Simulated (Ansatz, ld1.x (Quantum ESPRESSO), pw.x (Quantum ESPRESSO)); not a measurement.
Al: does the TM potential hold in the solid?

ld1.x (Quantum ESPRESSO) 7.5 input, shortened:

```
&input
   title='Al', zed=13., rel=1, dft='PW', iswitch=3,
   config='[Ne] 3s1 3p0 3d-2'
 /
 &inputp
   pseudotype=2, tm=.true., lloc=0,
   nlcc=.false.
 /
3
3P  2  1   0.00   0.00  2.05  2.05  0.0
3D  3  2  -2.00   0.35  1.60  1.60  0.0
3S  1  0   1.00   0.00  2.05  2.05  0.0
 &test
   configts(1)='3s1 3p0'
 /
```

Crystal test: fcc Al in pw.x 7.5, no spin, 14³ k-points, Fermi–Dirac smearing 0.01 Ry, cutoffs 40/160 Ry. The reference is all-electron LAPW (Ansatz 0.2.0) with the same functional, mesh and smearing; V0 and B0 come from Birch–Murnaghan fits to the pressures at five volumes. Errors are pseudo minus all-electron; Δ is the rms difference of the E(V) curves that follow from these fits, minima aligned, over ±6 % about the mean V0. Mesh and smearing are coarse, so the numbers serve the comparison and aren't converged zero-temperature values; the lattice is a test structure that the element need not adopt.

| V (Å³/atom) | P all-electron (GPa) | P pseudo (GPa) |
| --- | --- | --- |
| 15.050 | 4.50 | -0.82 |
| 15.446 | 1.97 | -2.89 |
| 15.842 | -0.23 | -4.67 |
| 16.238 | -2.14 | -6.20 |
| 16.634 | -3.79 | -7.50 |

All-electron: a0 = 3.983 Å (V0 = 15.80 Å³/atom), B0 = 82.8 GPa.

Pseudopotential: mean pressure error (GPa): -4.48. The pressure does not cross zero within the volumes sampled, so no fit is given. This is a poor potential for the solid.

Q: At the middle volume, how do free energy and pressure move when the wave cutoff is lowered (ecutrho kept at four times it)?

A:

```csv
cutoff (Ry),shift of F (meV/atom),shift of P (GPa)
18,+79.7,+0.28
24,+35.5,-0.41
32,+7.8,-0.10
```

The run at the middle volume (104 k-points, 6 iterations) took about 6.4 s on one core of a shared host (Intel(R) Xeon(R) Platinum 8375C CPU @ 2.90GHz, 96 threads, 744 GiB, load 45).
